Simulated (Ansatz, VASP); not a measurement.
## Two plane-wave programs on LiF3

INCAR

```
SYSTEM = LiF3
ALGO = Normal
EDIFF = 1E-6
ENCUT = 520
GGA = PE
ISIF = 2
ISMEAR = 0
ISPIN = 2
LASPH = .True.
LCHARG = .False.
LORBIT = 11
LREAL = .False.
LWAVE = .False.
MAGMOM = 0 1 1 1
NBANDS = 24
NELM = 150
PREC = Accurate
SIGMA = 0.1
```

Contents of KPOINTS:

```
k-points
0
Gamma
  6 6 6
  0 0 0
```

The input POSCAR:

```
LiF3
1.0
   -2.2485383500      2.2485383500      2.2485383500
    2.2485383500     -2.2485383500      2.2485383500
    2.2485383500      2.2485383500     -2.2485383500
Li F
1 3
Direct
    0.0000000000      0.0000000000      0.0000000000
    0.0000000000      0.5000000000      0.5000000000
    0.5000000000      0.0000000000      0.5000000000
    0.5000000000      0.5000000000      0.0000000000
```

Input for Ansatz:

```yaml
crystal:
  lattice:
    - [-2.24853835, 2.24853835, 2.24853835]
    - [2.24853835, -2.24853835, 2.24853835]
    - [2.24853835, 2.24853835, -2.24853835]
  atoms:
    - { symbol: Li, position: [0.0, 0.0, 0.0] }
    - { symbol: F, position: [0.0, 0.5, 0.5], spin: 1.0 }
    - { symbol: F, position: [0.5, 0.0, 0.5], spin: 1.0 }
    - { symbol: F, position: [0.5, 0.5, 0.0], spin: 1.0 }
basis:
  ecutwfc: 420
kpoints:
  mp_grid: { grid: [6, 6, 6] }
hamiltonian:
  xc: pbe
scf:
  occupations: { method: gaussian, width: 0.1 }
  lower_state_search: "off"
output:
  forces: true
  stress: true
  eigenvalues: true
  populations: true
magnetization:
  spin_polarized: true
```

Alike in both runs: task single point; functional PBE; k mesh 6 × 6 × 6; occupations gaussian, width 0.1 eV; collinear spin.

|  | VASP | Ansatz |
| --- | --- | --- |
| version | VASP 6.6.1 | Ansatz 0.2.0 |
| potentials or method | VASP PAW PBE potentials, release 64 (Li_sv, F) | scalar-relativistic, plane waves, PAW |
| plane-wave cutoff (eV) | 520 | 420 |
| valence electrons in the cell | 24 | 24 |

Ansatz gave:

| Quantity | Value |
| --- | --- |
| gap on the k mesh at the Fermi level (eV) | none |
| net moment per atom (μB) | 0.50 |
| size of the moment on the site where the two differ most (μB) | 0.67 |

Task: Estimate VASP's values.

Result: gap on the k mesh at the Fermi level (eV): none; net moment per atom (μB): 0.50; size of the moment on the site where the two differ most (μB): 0.63.

Site moments also hang on the region over which each program counts them. A gap of «none» marks a metal or a gap that the smearing closes. With one functional, cell and mesh, what is left measures potentials, basis and numerics.
